## Doped ZnS: Seebeck coefficient and conductivity mass

The natural unit of a Seebeck coefficient is Boltzmann's constant over the elementary charge, k/e, about 86 µV/K. A coefficient of several such units belongs to thinly spread carriers, a fraction of one to a crowded band, as in a metal. In the table, positive doping means holes and negative doping electrons, in units of 10¹⁸ cm⁻³. The conductivity mass is the mass that turns the carrier density n into the calculated conductivity, at a given relaxation time.

Zincblende ZnS (a = 5.443 Å), calculated with Ansatz 0.2.0: PBE, plane-wave PAW, scalar-relativistic, no spin polarisation, cutoff 420 eV, 10×10×10 k mesh. Transport assumes rigid bands and a constant relaxation time τ; positive doping means holes. The conductivity mass is ne²τ/σ, for carrier density n and conductivity σ; it and the Seebeck coefficient are isotropic.

| temperature (K) | doping (1e18 cm^-3) | Seebeck xx (microV/K) | conductivity mass 1 (m_e) |
| --- | --- | --- | --- |
| 300 | -1 | -270 | 0.181 |
| 300 | -10 | -105 | 0.191 |
| 300 | -100 | -27.8 | 0.249 |
| 300 | -1000 | -10.3 | 0.499 |
| 300 | 1 | 600 | 0.804 |
| 300 | 10 | 403 | 0.804 |
| 300 | 100 | 212 | 0.808 |
| 300 | 1000 | 67.2 | 0.842 |
| 600 | -1 | -361 | 0.193 |
| 600 | -10 | -176 | 0.201 |
| 600 | -100 | -55.4 | 0.254 |
| 600 | -1000 | -27.5 | 0.496 |
| 600 | 1 | 690 | 0.826 |
| 600 | 10 | 492 | 0.827 |
| 600 | 100 | 296 | 0.829 |
| 600 | 1000 | 123 | 0.856 |
| 900 | -1 | -416 | 0.207 |
| 900 | -10 | -226 | 0.213 |
| 900 | -100 | -82.1 | 0.261 |
| 900 | -1000 | -49.0 | 0.492 |
| 900 | 1 | 744 | 0.849 |
| 900 | 10 | 546 | 0.849 |
| 900 | 100 | 349 | 0.851 |
| 900 | 1000 | 165 | 0.872 |

### 1. Why does tenfold doping cost lightly doped holes the same Seebeck each time?

The Seebeck coefficient measures how far the energy of the conducting carriers lies, on average, from the chemical potential, divided by charge and temperature. Thin carriers hardly compete for states, so they follow classical statistics. Tenfold doping then moves the chemical potential by kT ln 10 towards the band, and the Seebeck coefficient falls by (k/e) ln 10, or 198 µV/K.

The first tenfold step for holes has this size at all three temperatures. The last step, from 100 to 1000, is smaller, and at 300 K it is only 145 µV/K. There the holes begin to fill the top of the band and classical statistics fail. The match at low doping shows which rows are classical; it does not test the assumed constant relaxation time.

### 2. Why is the hole Seebeck larger than the electron Seebeck at equal doping?

Holes have more states to spread over. The same number of carriers fills each state less, and the chemical potential stays farther from the band. For classical carriers with a constant relaxation time, the size of the Seebeck coefficient is

|S| = (k/e) [5/2 + ln(N/n)]

The 5/2 is the mean energy of the conducting carriers above the band edge, in units of kT. N is the effective number of band states per volume. For a single spherical, parabolic band of mass m (in electron masses) it is about 2.5 × 10¹⁹ cm⁻³ × m^(3/2) at 300 K.

Take holes at doping 1 and 300 K, and use their conductivity mass of 0.804 for m:

- N ≈ 2.5 × 10¹⁹ × 0.72 ≈ 1.8 × 10¹⁹ cm⁻³
- ln(N/n) ≈ ln 18 ≈ 2.9
- S ≈ 86 × (2.5 + 2.9) ≈ 465 µV/K

The table has 600 µV/K. The same estimate for electrons at doping −1 gives a size of 272 µV/K, against 270 in the table. These electrons are no longer fully classical, but the first correction for crowding adds only about 4 µV/K to the estimate. With it the estimate is about 2 % too large, so one simple band describes the lightly doped electrons at 300 K fairly well, but not the holes. At 900 K the electron estimate is about 4 % too large, as the band is no longer quite parabolic over the energies that heat reaches.

### 3. What is missing from the single hole band?

The excess of 135 µV/K means that the holes have e^(135/86), or about 4.8, times as many states as the estimate allowed. Chemistry supplies the first part of the answer. The top of the valence band is made mainly of sulfur 3p orbitals, and the tetrahedral surroundings keep the three p directions equivalent. Without spin-orbit coupling, three bands therefore meet at the top.

Three spherical bands of equal mass would give a factor of exactly three, and unequal masses would give less. The rest is best explained by bands whose mass depends on direction. Conduction favours the light directions, whereas the count of states also includes the heavy ones, so the conductivity mass understates the room that holes have. Such warped valence bands are well known in zincblende semiconductors, but the masses along separate directions, which would test the argument here, are not available.

### 4. Why does heating raise the Seebeck coefficient, and why not equally everywhere?

For classical carriers, heat opens more states: N grows as T^(3/2), so doubling the temperature adds (3/2)(k/e) ln 2, or 90 µV/K. Holes at doping 1 gain just this between 300 and 600 K. The gain is a fixed amount, whatever the starting value.

Crowded electrons behave differently. Only those within about kT of the chemical potential can respond, and both their share and the energy each carries grow with temperature. After division by temperature, the Seebeck coefficient is proportional to T, as in a metal. Electrons at doping −100 follow this rule closely: the size doubles from 300 to 600 K and nearly triples by 900 K.

### 5. Why do electrons become heavy with doping while holes hardly change?

At 300 K the electron mass rises from 0.181 to 0.499 between dopings −1 and −1000. The hole mass rises by only 5 % over the same range of densities. The electrons have a single light band with few states, so added electrons must climb far above its edge. The holes find room close to theirs.

The bottom of the conduction band is light because of the valence bands across the gap. They push it upwards more and more strongly away from the zone centre, which makes it curve steeply. Farther from the edge the band straightens and then flattens. The electrons' speed no longer grows in proportion to their momentum, which is what a growing conductivity mass means. A semiconductor with a smaller gap usually has a lighter electron whose mass rises sooner with doping.

At light doping, heating does the same on a smaller scale. At doping −1 the electron mass grows by 14 % from 300 to 900 K, because warmer electrons sample higher parts of the same fixed band. Neither lattice vibrations nor thermal expansion enter the calculation.

The row at −1000 breaks the metallic rule of the previous question: its Seebeck coefficient grows 4.8-fold when the temperature triples. My guess is that the hottest electrons reach further valleys of the conduction band; the energies of those valleys would decide it. The density is extreme in any case. With 40 Å³ per ZnS unit, 10²¹ cm⁻³ is one added electron for every 25 units, and so many dopants would hardly leave the bands unchanged.

### 6. Which carrier is the better choice for a device?

That depends on whether the layer must only conduct or must also generate a voltage from heat. For conduction alone, electrons win: at light doping, 300 K and equal relaxation time, each carries 4.4 times the current of a hole in the same field. Whether a real crystal can be given enough free electrons is a separate question, which a calculation with rigid bands and imposed doping cannot answer.

The electrical side of a thermoelectric is judged by its power factor, the Seebeck coefficient squared times the conductivity. Heat conduction counts too, but is not in the table. At 300 K and equal relaxation time, holes at doping 100 reach almost ten times the best electron row. Their many states keep the Seebeck coefficient high even when there are enough holes to conduct well.

Equal relaxation time is a generous assumption for the holes, though. The states that raise their Seebeck coefficient are also states into which they can be scattered, so real holes should lose much of this lead and could lose all of it. ZnS is also hard to dope p-type, so the best hole rows are no recipe.

### 7. Which results would survive a better calculation?

The steps with doping in the classical rows are the safest, because they come from counting carriers and hardly depend on the details of the bands. The step with temperature is less safe, since it assumes that heat brings no further band within reach. The absolute values are less secure. If vibrations of the lattice scattered fast carriers more often, with a relaxation time falling as one over the square root of energy, every classical Seebeck coefficient would shrink by half of k/e, about 43 µV/K. In a polar crystal such as ZnS, scattering can also become weaker for faster carriers, which would raise the coefficients instead.

Spin-orbit coupling would split the threefold top of the valence band. Where the splitting exceeds kT, one band would partly drop out of reach. The lightly doped hole Seebeck should then fall, most clearly at the lowest temperature, and its gain on heating should exceed the classical 90 µV/K as the split-off band comes back into reach.

PBE gives a gap of 2.0 eV, well below the real one. Even this gap is 26 times kT at 900 K, so carriers of the opposite sign do not matter in these rows. The electron mass is more exposed: a wider gap weakens the push from the valence bands, and the true electron is probably heavier than 0.181. I would rely on the order of the masses, but for the electron not even on the first figure; the third figure is useful only for comparing rows of this one calculation. At light doping the carriers also sit mostly closer to the zone centre than the nearest point of the 10×10×10 mesh, so the masses and the count of hole states rest on interpolated bands that no denser mesh has checked here.

The printed output below lists the steps, ratios and one-band estimates used here.

The analysis program printed:

```
Fall of hole Seebeck from doping 1 to 10 at 300, 600, 900 K (microV/K): 197, 198, 198
Fall of hole Seebeck from doping 10 to 100 at 300, 600, 900 K (microV/K): 191, 196, 197
Fall of hole Seebeck from doping 100 to 1000 at 300, 600, 900 K (microV/K): 144.8, 173, 184
Classical fall per tenfold doping (microV/K): 198.4
Rise of hole Seebeck at doping 1 from 300 to 600 K (microV/K): 90
Classical rise on doubling the temperature (microV/K): 89.6
One-band estimate of Seebeck size for electrons at doping -1 at 300, 600, 900 K (microV/K): 272.2, 370.1, 431.6
One-band estimate of Seebeck for holes at doping 1 at 300, 600, 900 K (microV/K): 464.9, 558, 614
Hole states over those of one spherical band at 300, 600, 900 K (ratio): 4.794, 4.625, 4.521
First Fermi correction to the electron estimate at doping -1 and 300 K (microV/K): 3.942
Hole over electron conductivity mass at doping size 1 and 300 K (ratio): 4.442
Electron mass at doping -1000 over that at -1 at 300 K (ratio): 2.757
Hole mass at doping 1000 over that at 1 at 300 K (ratio): 1.047
Electron mass at doping -1 at 900 K over that at 300 K (ratio): 1.144
Seebeck at doping -100 at 600 and 900 K over that at 300 K (ratio): 1.993, 2.953
Seebeck at doping -1000 at 600 and 900 K over that at 300 K (ratio): 2.67, 4.757
Power factor of holes at 300 K for doping 1, 10, 100, 1000 over the best electron row at equal relaxation time (ratio): 0.7757, 3.5, 9.636, 9.291
Classical Seebeck loss if relaxation time falls as one over root energy (microV/K): 43.09
Gap over thermal energy at 900 K (ratio): 25.98
```
